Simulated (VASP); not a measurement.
## W: relaxation of the atoms with PBE

The system is W, a slab with vacuum.

```xyz
1
Lattice="2.8656 0.0000 0.0000 -0.9552 2.7017 0.0000 0.0000 0.0000 19.8795" Properties=species:S:1:pos:R:3 pbc="T T T"
W     0.0000    0.0000    9.9397
```

The cell was built by a generator and needn't be a form met in nature.

```
Program                : VASP 6.6.1
Task                   : relaxation of the atoms
Functional             : PBE
Potentials or basis    : VASP PAW PBE potentials, release 64 (W_sv)
Cutoff                 : 520 eV
k mesh                 : 12 × 12 × 1
Occupations            : methfessel-paxton, width 0.1 eV
Spin                   : no spin polarisation
Dipole correction      : yes
Further INCAR settings : ALGO = Normal; EDIFF = 1e-07; IBRION = 2; EDIFFG = -0.02; NSW = 90
```

```
Band gap on the k mesh : none (metal or under the smearing width)
```

Final structure:
```cif
data_structure
_symmetry_space_group_name_H-M 'P 1'
_symmetry_Int_Tables_number 1
_cell_length_a 2.8656
_cell_length_b 2.8656
_cell_length_c 19.8795
_cell_angle_alpha 90.000
_cell_angle_beta 90.000
_cell_angle_gamma 109.471
_cell_volume 153.90
loop_
_atom_site_label
_atom_site_type_symbol
_atom_site_fract_x
_atom_site_fract_y
_atom_site_fract_z
_atom_site_occupancy
W1 W 0.00000 0.00000 0.50000 1
```

Levels at points of the mesh, in eV from the Fermi level:
```
           k point  band 5  band 6  band 7  band 8  band 9  band 10
(0.00, 0.00, 0.00)   -5.70   -1.56   -1.08    0.78    1.97     2.04
(0.50, 0.00, 0.00)   -3.28   -1.81    0.36    1.63    2.12     3.08
(0.50, 0.50, 0.00)   -3.20   -1.59    0.49    0.98    3.37     4.99
```

It took 41 s on 1 thread of Intel(R) Xeon(R) 6975P-C (Granite Rapids) (shared host), peak memory 0.3 GiB.

Caveat: the relaxation stopped at its first step, so nothing moved. Spin-orbit coupling is left out, which matters for the levels of W.
